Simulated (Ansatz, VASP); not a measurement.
**SiC: VASP beside Ansatz**

Contents of INCAR:

```
ALGO = Normal
EDIFF = 1E-6
ENCUT = 520
GGA = PE
ISIF = 2
ISMEAR = 0
LASPH = True
LCHARG = False
LREAL = False
LWAVE = False
NBANDS = 11
NELM = 80
PREC = Accurate
SIGMA = 0.05
```

Contents of KPOINTS:

```
k-points
0
Gamma
  12 12 12
```

File POSCAR:

```
SiC
1.0
    0.0000000000      2.2467277537      2.2467277537
    2.2467277537      0.0000000000      2.2467277537
    2.2467277537      2.2467277537      0.0000000000
Si C
1 1
Direct
    0.0000000000      0.0000000000      0.0000000000
    0.7500000000      0.7500000000      0.7500000000
```

Input for Ansatz:

```yaml
crystal:
  lattice:
    - [0.0, 2.2467277537, 2.2467277537]
    - [2.2467277537, 0.0, 2.2467277537]
    - [2.2467277537, 2.2467277537, 0.0]
  atoms:
    - { symbol: Si, position: [0.0, 0.0, 0.0] }
    - { symbol: C, position: [0.75, 0.75, 0.75] }
basis:
  ecutwfc: 520.0
kpoints:
  mp_grid: { grid: [12, 12, 12] }
hamiltonian:
  xc: pbe
  pseudopotentials: { kind: paw, azcp: { folder: soft_1 } }
scf:
  occupations: { method: gaussian, width: 0.05 }
output:
  forces: true
  stress: true
  eigenvalues: true
  write_density: true
  write_potential: true
  elf: true
  volumetric_format: npy
```

Alike in both runs: task single point; functional PBE; k mesh 12 × 12 × 12; occupations gaussian, width 0.05 eV; no spin polarisation.

```csv
,VASP,Ansatz
version,VASP 6.6.1,Ansatz 0.2.0
potentials or method,"VASP PAW PBE potentials, release 64 (Si, C)","scalar-relativistic, plane waves, PAW"
plane-wave cutoff (eV),520,520
valence electrons in the cell,8,8
```

|  | VASP | Ansatz | Ansatz less VASP |
| --- | --- | --- | --- |
| gap on the k mesh at the Fermi level (eV) | 1.44 | 1.44 | +0.002 |
| least direct gap on the mesh (eV) | 4.44 | 4.45 | +0.006 |
| pressure (GPa) | -14.1 | -14.1 | -0.01 |

The functional is the same, so the differences come from potentials, cutoffs and numerics.

A k mesh can miss the band edges.
